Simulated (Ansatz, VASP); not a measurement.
# Cross-check of TiO2 (TiO2 (100) slab) between VASP and Ansatz

Wanted: the spread between two codes on one cell, functional and k mesh. The cell is taken from a series of runs on this material, whose earlier steps may have relaxed, scaled, displaced or heated it; both programs get it as it stands.

Calculated with Ansatz 0.2.0; plane waves, with VASP 6.6.1 beside it; single point at PBEsol.

**1. Starting point**

The cell holds 24 atoms: 8 Ti and 16 O. Its edges and angles: a = 4.909 Å, b = 5.520 Å, c = 22.000 Å, α = 90.0°, β = 90.0°, γ = 90.0°. Vacuum lies along c.

**2. VASP: single point, PBEsol, pair 1**

A single point gives forces, pressure and levels at one fixed geometry, so differences don't come from the geometry; what else differs is listed under the comparison.

Lines of VASP's logs that name or quote its potential files are left out, and so is its time.

Contents of INCAR:

```
SYSTEM = TiO2
PREC = Accurate
ENCUT = 520
EDIFF = 1E-06
NELM = 120
ISMEAR = -1
SIGMA = 0.01
LREAL = .FALSE.
ALGO = Normal
GGA = PS
NBANDS = 120
LASPH = .TRUE.
LORBIT = 11
LWAVE = .FALSE.
LCHARG = .FALSE.
ISIF = 2
GGA_COMPAT = .FALSE.
EFERMI = MIDGAP
KPAR = 8
```

Contents of POSCAR:

```
TiO2
1.0
    4.9091970000      0.0000000000      0.0000000000
    0.0000000000      5.5196190000      0.0000000000
    0.0000000000      0.0000000000     22.0000000000
Ti O
8 16
Direct
    0.2841267545      0.3893392484      0.3483926394
    0.7272066693      0.1498796093      0.4493024303
    0.7841220257      0.6112551347      0.3484015673
    0.2272485073      0.8506276639      0.4493231406
    0.2272365767      0.3506193654      0.5507901168
    0.7841166323      0.1113058223      0.6517163840
    0.7272149206      0.6498892587      0.5508096949
    0.2841097090      0.8893387363      0.6517160728
    0.9195194354      0.3667205048      0.3949098222
    0.0772581120      0.1203932333      0.4961272520
    0.4159295993      0.1186083296      0.4003429021
    0.5709999200      0.4079695152      0.2999884956
    0.4195144405      0.6338310329      0.3949201264
    0.5772368140      0.8802176117      0.4961290237
    0.9159145619      0.8819501219      0.4003596911
    0.0709876387      0.5926456373      0.2999927053
    0.9159603308      0.3820243531      0.5997662216
    0.0709762284      0.0926249791      0.7001251614
    0.4195082152      0.1338679051      0.6051965523
    0.5772713949      0.3802181340      0.5039870183
    0.4159534504      0.6186488577      0.5997679955
    0.5709682421      0.9080515334      0.7001250440
    0.9195059868      0.8667916942      0.6051964250
    0.0772773551      0.6203885827      0.5039847990
```

Contents of KPOINTS:

```
Automatic mesh
0
Gamma
7 6 1
0 0 0
```

Potentials, in the order of the species: Ti_sv and O (PBE family, release 64).

Command:

```bash
> mpirun -np 8 vasp_std
```

Numbers of over 12 decimals in the logs are rounded to 6 here.

Log:

```text
[banner, memory and clock lines left out]
running    8 mpi-ranks, on    1 nodes
 distrk:  each k-point on    1 cores,    8 groups
 distr:  one band on    1 cores,    1 groups

 POSCAR found type information on POSCAR TiO
 POSCAR found :  2 types and      24 ions
|                                                                             |
|           W    W    AA    RRRRR   N    N  II  N    N   GGGG   !!!           |
|           W    W   A  A   R    R  NN   N  II  NN   N  G    G  !!!           |
|           W    W  A    A  R    R  N N  N  II  N N  N  G       !!!           |
|           W WW W  AAAAAA  RRRRR   N  N N  II  N  N N  G  GGG   !            |
|           WW  WW  A    A  R   R   N   NN  II  N   NN  G    G                |
|           W    W  A    A  R    R  N    N  II  N    N   GGGG   !!!           |
|                                                                             |
|     For optimal performance we recommend to set                             |
|       NCORE = 2 up to number-of-cores-per-socket                            |
|     NCORE specifies how many cores store one orbital (NPAR=cpu/NCORE).      |
|     This setting can greatly improve the performance of VASP for DFT.       |
|     The default, NCORE=1 might be grossly inefficient on modern             |
|     multi-core architectures or massively parallel machines. Do your        |
|     Unfortunately you need to use the default for GW and RPA                |
|     calculations (for HF NCORE is supported but not extensively tested      |
|     yet).                                                                   |
|                                                                             |

|                                                                             |
|               ----> ADVICE to this user running VASP <----                  |
|                                                                             |
|     You have a (more or less) 'large supercell' and for larger cells it     |
|     might be more efficient to use real-space projection operators.         |
|     Therefore, try LREAL= Auto in the INCAR file.                           |
|     Mind: For very accurate calculation, you might also keep the            |
|     reciprocal projection scheme (i.e. LREAL=.FALSE.).                      |
|                                                                             |

|                                                                             |
|               ----> ADVICE to this user running VASP <----                  |
|                                                                             |
|     You enforced a specific xc type in the INCAR file but a different       |
|     [... a line on the potential file left out ...]
|     I HOPE YOU KNOW WHAT YOU ARE DOING!                                     |
|                                                                             |

 LDA part: xc-table for (Slater+PW92), standard interpolation
 POSCAR, INCAR and KPOINTS ok, starting setup
 FFT: planning ... GRIDC
 FFT: planning ... GRID_SOFT
 FFT: planning ... GRID
 WAVECAR not read
 entering main loop
       N       E                     dE             d eps       ncg     rms          rms(c)
DAV:   1     0.282136858366E+04    0.28214E+04   -0.96485E+04  5624   0.160E+03
DAV:   2     0.248404801493E+03   -0.25730E+04   -0.24521E+04  6144   0.498E+02
DAV:   3    -0.235137984058E+03   -0.48354E+03   -0.47870E+03  6456   0.215E+02
DAV:   4    -0.280303767728E+03   -0.45166E+02   -0.45099E+02  8328   0.640E+01
DAV:   5    -0.283941168830E+03   -0.36374E+01   -0.36366E+01  8488   0.163E+01    0.668E+01
DAV:   6    -0.224103998848E+03    0.59837E+02   -0.40118E+02  7344   0.101E+02    0.282E+01
DAV:   7    -0.222591773692E+03    0.15122E+01   -0.98143E+01  7592   0.418E+01    0.193E+01
DAV:   8    -0.220609416285E+03    0.19824E+01   -0.19108E+01  7552   0.225E+01    0.690E+00
DAV:   9    -0.220239651966E+03    0.36976E+00   -0.37057E+00  7872   0.875E+00    0.256E+00
DAV:  10    -0.220275690663E+03   -0.36039E-01   -0.50014E-01  7952   0.326E+00    0.102E+00
DAV:  11    -0.220279992235E+03   -0.43016E-02   -0.88718E-02  7064   0.150E+00    0.527E-01
DAV:  12    -0.220279076263E+03    0.91597E-03   -0.29903E-02  7744   0.700E-01    0.173E-01
DAV:  13    -0.220280567582E+03   -0.14913E-02   -0.49072E-03  7424   0.334E-01    0.136E-01
DAV:  14    -0.220282229487E+03   -0.16619E-02   -0.18595E-03  7080   0.171E-01    0.682E-02
[...]
DAV:  23    -0.220284077762E+03   -0.63401E-04   -0.22122E-06  4280   0.604E-03    0.239E-03
DAV:  24    -0.220284115087E+03   -0.37326E-04   -0.10074E-06  3952   0.396E-03    0.139E-03
DAV:  25    -0.220284143291E+03   -0.28204E-04   -0.90203E-07  3896   0.279E-03    0.122E-03
DAV:  26    -0.220284162116E+03   -0.18824E-04   -0.72099E-07  3880   0.213E-03    0.812E-04
DAV:  27    -0.220284167783E+03   -0.56672E-05   -0.27113E-07  3344   0.146E-03    0.384E-04
DAV:  28    -0.220284170796E+03   -0.30131E-05   -0.19122E-07  3224   0.114E-03    0.186E-04
DAV:  29    -0.220284172033E+03   -0.12371E-05   -0.11336E-07  3152   0.944E-04    0.181E-04
DAV:  30    -0.220284172337E+03   -0.30357E-06   -0.55531E-08  2776   0.651E-04
   1 F= -.22028417E+03 E0= -.22028417E+03  d E =0.000000E+00
```

OUTCAR, selected parts (step 2):

```text
ion  position               nearest neighbor table
   1  0.284  0.389  0.348-  12 1.77  13 1.82  16 1.87  11 1.99   9 2.07   3 2.74   3 2.74
   2  0.727  0.150  0.449-  11 1.88  20 1.90   9 1.94  14 1.95  10 2.01  15 2.05
   3  0.784  0.611  0.348-  16 1.77   9 1.82  12 1.87  15 1.99  13 2.07   1 2.74   1 2.74
   4  0.227  0.851  0.449-  15 1.88  24 1.90  13 1.94  10 1.95  14 2.01  11 2.05
   5  0.227  0.351  0.551-  17 1.88  10 1.90  19 1.94  24 1.95  20 2.01  21 2.05
   6  0.784  0.111  0.652-  18 1.77  23 1.82  22 1.87  17 1.99  19 2.07   8 2.74   8 2.74
   7  0.727  0.650  0.551-  21 1.88  14 1.90  23 1.94  20 1.95  24 2.01  17 2.05
   8  0.284  0.889  0.652-  22 1.77  19 1.82  18 1.87  21 1.99  23 2.07   6 2.74   6 2.74
   9  0.920  0.367  0.395-   3 1.82   2 1.94   1 2.07
  10  0.077  0.120  0.496-   5 1.90   4 1.95   2 2.01
  11  0.416  0.119  0.400-   2 1.88   1 1.99   4 2.05
  12  0.571  0.408  0.300-   1 1.77   3 1.87
  13  0.420  0.634  0.395-   1 1.82   4 1.94   3 2.07
  14  0.577  0.880  0.496-   7 1.90   2 1.95   4 2.01
  15  0.916  0.882  0.400-   4 1.88   3 1.99   2 2.05
  16  0.071  0.593  0.300-   3 1.77   1 1.87
  17  0.916  0.382  0.600-   5 1.88   6 1.99   7 2.05
  18  0.071  0.093  0.700-   6 1.77   8 1.87
  19  0.420  0.134  0.605-   8 1.82   5 1.94   6 2.07
  20  0.577  0.380  0.504-   2 1.90   7 1.95   5 2.01
  21  0.416  0.619  0.600-   7 1.88   8 1.99   5 2.05
  22  0.571  0.908  0.700-   8 1.77   6 1.87
  23  0.920  0.867  0.605-   6 1.82   7 1.94   8 2.07
  24  0.077  0.620  0.504-   4 1.90   5 1.95   7 2.01

  LATTYP: Found a simple orthorhombic cell.
 ALAT       =     4.9091970000
 B/A-ratio  =     1.1243425350
 C/A-ratio  =     4.4813846338

 Subroutine GETGRP returns: Found  1 space group operations
 (whereof  1 operations were pure point group operations)

The static configuration has the point symmetry C_1 .

 Found     22 irreducible k-points:

   k-points           NKPTS =     22   k-points in BZ     NKDIM =     22   number of bands    NBANDS=    120

   dimension x,y,z NGX =    40 NGY =   42 NGZ =  168
   dimension x,y,z NGXF=    80 NGYF=   84 NGZF=  336

   ENCUT  =  520.0 eV  38.22 Ry    6.18 a.u.   9.13 10.26 40.91*2*pi/ulx,y,z

   NELECT =     192.0000    total number of electrons

 k-points in reciprocal lattice and weights: Automatic mesh
   0.00000000  0.00000000  0.00000000       0.024
   0.14285714  0.00000000  0.00000000       0.048
   0.28571429  0.00000000  0.00000000       0.048
   0.42857143  0.00000000  0.00000000       0.048
   0.00000000  0.16666667  0.00000000       0.048
   0.14285714  0.16666667  0.00000000       0.048
   0.14285714 -0.16666667  0.00000000       0.048
   0.28571429  0.16666667  0.00000000       0.048
   0.28571429 -0.16666667  0.00000000       0.048
[...]
0.28571429  0.50000000  0.00000000       0.048
   0.42857143  0.50000000  0.00000000       0.048

 average (electrostatic) potential at core
       1 -82.2797       2 -82.9055       3 -82.2797       4 -82.9053       5 -82.9053
       6 -82.2795       7 -82.9053       8 -82.2799       9 -76.5543      10 -76.3348
      11 -76.2041      12 -75.8964      13 -76.5546      14 -76.3343      15 -76.2039
      16 -75.8964      17 -76.2041      18 -75.8960      19 -76.5543      20 -76.3342
      21 -76.2041      22 -75.8962      23 -76.5537      24 -76.3345

 E-fermi :  -1.4439

 k-point     1 :       0.0000    0.0000    0.0000
  band No.  band energies     occupation
    ...
     92      -2.9853      2.00000
     93      -2.9275      2.00000
     94      -2.8825      2.00000
     95      -2.8161      2.00000
     96      -2.6474      2.00000
     97      -0.2403      0.00000
     98       0.1279      0.00000
     99       0.2892      0.00000
    100       0.3469      0.00000
    101       0.4532      0.00000
    ...

 k-point     2 :       0.1429    0.0000    0.0000
  band No.  band energies     occupation
    ...
     92      -3.0951      2.00000
     93      -2.9514      2.00000
     94      -2.9501      2.00000
     95      -2.8988      2.00000
     96      -2.7110      2.00000
     97      -0.2153      0.00000
     98       0.2234      0.00000
     99       0.2734      0.00000
    100       0.3115      0.00000
    101       0.4405      0.00000
    ...

 k-point     3 :       0.2857    0.0000    0.0000
  band No.  band energies     occupation
    ...
     92      -3.1668      2.00000
     93      -3.0270      2.00000
     94      -2.9906      2.00000
     95      -2.9213      2.00000
     96      -2.8517      2.00000
     97      -0.1101      0.00000
     98       0.2472      0.00000
     99       0.2818      0.00000
    100       0.3948      0.00000
    101       0.4313      0.00000
    ...

  Total       18.3871425      4.4341214      1.0279404      0.0039467     -0.0054856      0.0007137
  in kB       49.4177062     11.9172464      2.7627163      0.0106072     -0.0147433      0.0019180
  external PRESSURE =      21.3658896 kB  Pullay stress =       0.0000000 kB

  energy-cutoff  :      520.00
  volume of cell :      596.13
      direct lattice vectors                 reciprocal lattice vectors
     4.909197000  0.000000000  0.000000000     0.203699302  0.000000000  0.000000000
     0.000000000  5.519619000  0.000000000     0.000000000  0.181171925  0.000000000
     0.000000000  0.000000000 22.000000000     0.000000000  0.000000000  0.045454545

 POSITION                                       TOTAL-FORCE (eV/Angst)
 -----------------------------------------------------------------------------------
      1.39483      2.14900      7.66464        -0.089202     -0.107303      0.005552
      3.57000      0.82728      9.88465         0.025465     -0.025928     -0.014101
      3.84941      3.37390      7.66483        -0.087921      0.106720      0.005165
      1.11561      4.69514      9.88511         0.025107      0.026834     -0.015065
      1.11555      1.93529     12.11738         0.025982      0.027691      0.015077
      3.84938      0.61437     14.33776        -0.087716      0.105721     -0.005525
      3.57004      3.58714     12.11781         0.026257     -0.025258      0.014664
      1.39475      4.90881     14.33775        -0.088127     -0.104975     -0.005095
      4.51410      2.02416      8.68802         0.049461      0.003134      0.019723
      0.37928      0.66452     10.91480        -0.013300     -0.023452     -0.016503
      2.04188      0.65467      8.80754        -0.026140     -0.017386     -0.012703
      2.80315      2.25184      6.59975         0.052521     -0.023912     -0.085989
      2.05948      3.49851      8.68824         0.049625     -0.003216      0.018472
      2.83377      4.85847     10.91484        -0.012495      0.022913     -0.015864
      4.49641      4.86803      8.80791        -0.026021      0.018002     -0.013684
      0.34849      3.27118      6.59984         0.053178      0.024539     -0.086302
      4.49663      2.10863     13.19486        -0.026736      0.016976      0.013043
      0.34844      0.51125     15.40275         0.052922      0.024622      0.085945
      2.05945      0.73890     13.31432         0.049073     -0.003353     -0.019222
      2.83394      2.09866     11.08771        -0.013311      0.022157      0.015475
      2.04200      3.41471     13.19490        -0.027005     -0.018592      0.012994
      2.80300      5.01210     15.40275         0.052744     -0.025366      0.086455
      4.51404      4.78436     13.31432         0.049224      0.003042     -0.019569
      0.37937      3.42431     11.08767        -0.013583     -0.023610      0.017057
 -----------------------------------------------------------------------------------
    total drift:                                0.001817      0.000039      0.000433

  FREE ENERGIE OF THE ION-ELECTRON SYSTEM (eV)
  ---------------------------------------------------
  free  energy   TOTEN  =      -220.2841723366 eV

  energy  without entropy=     -220.2841723366  energy(sigma->0) =     -220.28417234

 total charge
# of ion       s       p       d       tot
------------------------------------------
    1        2.249   6.312   1.976  10.537
    2        2.232   6.313   1.767  10.313
    3        2.249   6.312   1.976  10.537
    4        2.232   6.313   1.767  10.313
    5        2.232   6.313   1.767  10.313
    6        2.249   6.312   1.976  10.536
    7        2.232   6.313   1.767  10.313
    8        2.249   6.312   1.976  10.536
    9        1.572   3.496   0.000   5.068
   10        1.568   3.490   0.000   5.058
   11        1.567   3.480   0.000   5.046
   12        1.587   3.429   0.000   5.016
   13        1.572   3.496   0.000   5.068
   14        1.568   3.490   0.000   5.058
   15        1.567   3.480   0.000   5.046
   16        1.587   3.429   0.000   5.016
   17        1.567   3.480   0.000   5.046
   18        1.587   3.429   0.000   5.016
   19        1.572   3.496   0.000   5.068
   20        1.568   3.490   0.000   5.058
   21        1.567   3.480   0.000   5.046
   22        1.587   3.429   0.000   5.016
   23        1.572   3.496   0.000   5.068
   24        1.568   3.490   0.000   5.058
--------------------------------------------------
tot         43.096 106.082  14.973 164.151

[... 3 further parts left out ...]
```

This run has no spin polarisation, so a moment on Ti, if there is one, isn't seen.

**3. Ansatz: single point, PBEsol, pair 1**

Ansatz runs on its PAW soft_1 files.

The same cell, functional, mesh and smearing now go to Ansatz.

Contents of input.yaml:

```yaml
crystal:
  lattice:
    - [4.909197, 0.0, 0.0]
    - [0.0, 5.519619, 0.0]
    - [0.0, 0.0, 22.0]
  atoms:
    - { symbol: Ti, position: [0.2841267545, 0.3893392484, 0.3483926394] }
    - { symbol: Ti, position: [0.7272066693, 0.1498796093, 0.4493024303] }
    - { symbol: Ti, position: [0.7841220257, 0.6112551347, 0.3484015673] }
    - { symbol: Ti, position: [0.2272485073, 0.8506276639, 0.4493231406] }
    - { symbol: Ti, position: [0.2272365767, 0.3506193654, 0.5507901168] }
    - { symbol: Ti, position: [0.7841166323, 0.1113058223, 0.651716384] }
    - { symbol: Ti, position: [0.7272149206, 0.6498892587, 0.5508096949] }
    - { symbol: Ti, position: [0.284109709, 0.8893387363, 0.6517160728] }
    - { symbol: O, position: [0.9195194354, 0.3667205048, 0.3949098222] }
    - { symbol: O, position: [0.077258112, 0.1203932333, 0.496127252] }
    - { symbol: O, position: [0.4159295993, 0.1186083296, 0.4003429021] }
    - { symbol: O, position: [0.57099992, 0.4079695152, 0.2999884956] }
    - { symbol: O, position: [0.4195144405, 0.6338310329, 0.3949201264] }
    - { symbol: O, position: [0.577236814, 0.8802176117, 0.4961290237] }
    - { symbol: O, position: [0.9159145619, 0.8819501219, 0.4003596911] }
    - { symbol: O, position: [0.0709876387, 0.5926456373, 0.2999927053] }
    - { symbol: O, position: [0.9159603308, 0.3820243531, 0.5997662216] }
    - { symbol: O, position: [0.0709762284, 0.0926249791, 0.7001251614] }
    - { symbol: O, position: [0.4195082152, 0.1338679051, 0.6051965523] }
    - { symbol: O, position: [0.5772713949, 0.380218134, 0.5039870183] }
    - { symbol: O, position: [0.4159534504, 0.6186488577, 0.5997679955] }
    - { symbol: O, position: [0.5709682421, 0.9080515334, 0.700125044] }
    - { symbol: O, position: [0.9195059868, 0.8667916942, 0.605196425] }
    - { symbol: O, position: [0.0772773551, 0.6203885827, 0.503984799] }
basis:
  ecutwfc: 420
  xc_grid: 2
hamiltonian:
  xc: pbesol
  pseudopotentials: { kind: paw, azcp: { folder: soft_1 }, xc_functional: pbe }
kpoints:
  mp_grid: { grid: [7, 6, 1] }
scf:
  occupations: { method: fermi_dirac, width: 0.01 }
  max_iter: 80
output:
  forces: true
  eigenvalues: true
```

Command:

```bash
> ansatz run input.yaml --threads 32 --pin off --max-ram 84787MiB --backend cuda --events-out ev --progress --plain --runs-dir out --max-vram 78GiB
```

Log:

```text
Engine: ansatz 0.2.0, aarch64-unknown-linux-gnu
[...]
Pseudopotential: Ti, paw, valence charge 12, recommended cutoff 420 eV (normal), soft_1/Ti.paw.azcp
Pseudopotential: O, paw, valence charge 6, recommended cutoff 420 eV (normal), soft_1/O.paw.azcp
Functional definition: PBEsol
[...]
Crystal: 24 atoms, lattice volume = 596.132 Å³
Basis set: ecut = 420 eV, 11643 PW (Γ), exchange–correlation on 72×80×300 points (8 copies of the dense FFT grid, shifted against one another)
Bands: 120, of which v1, the nominal top of the filled ones, is band 96 counted from 1 (95 counted from 0)
[...]
Space group: P1 (ITA 1), of the structure as read, at distance tolerance 8.4e-5 Å
k-points: 22 of 42 (time reversal used)
[...]
Functional: x = pbesol(κ = 0.804, μ = 0.123457), c = pbesol(β = 0.046)
[...]
automatic band count: iteration 4 solves 111 bands in place of 120: the levels show a gap, and the empty bands left out lie too high to hold charge; the band table lists the bands solved (type scf.n_e [...]
[...]
SCF iter  13: F=—  HF=-28794.453277 eV  |F-HF|=—  |Δ(HF+E_count)|=   2.99e-7  Δρ=2.18e-5  dr2=3.24e-6  ethr=3.14e-9  ⟨swp⟩=2.3  Hψ=4045  notcnv=0  defer=176
SCF iter  14: F=-28794.453276 eV  HF=-28794.453276 eV  |F-HF|=3.81e-8  |Δ(HF+E_count)|=   4.24e-7  Δρ=3.44e-6  dr2=7.59e-8  ethr=5.21e-11  ⟨swp⟩=15.0  Hψ=15111  notcnv=0
SCF 1 converged in 14 iterations: F = -28794.453276 eV  dr2 = 7.59e-8
[...]
SCF converged after 14 iterations
Free energy (F): -28794.453276 eV
[...]
Fermi energy:    0.335518 eV
--- Per-component energies (eV) ---
[...]
--- Forces (eV/Å), atoms counted from 1 ---
[...]
--- Band table (eV; the first three rows and the last of 22) ---
[...]
```

(Part 1 of 2 ends here.)

[Lines on the potential files, build, host, timing and source positions are cut from VASP's logs without a mark.]

[Logs are printed without paths, hosts, clocks, repeated set-up lines and the standing remarks that a program may print on its own settings, such as how far it seeks lower states.]

[Hosts, paths, dates, database ids (printed as entryN), source tags and the programs' standing remarks are cut or masked in the printed files.]
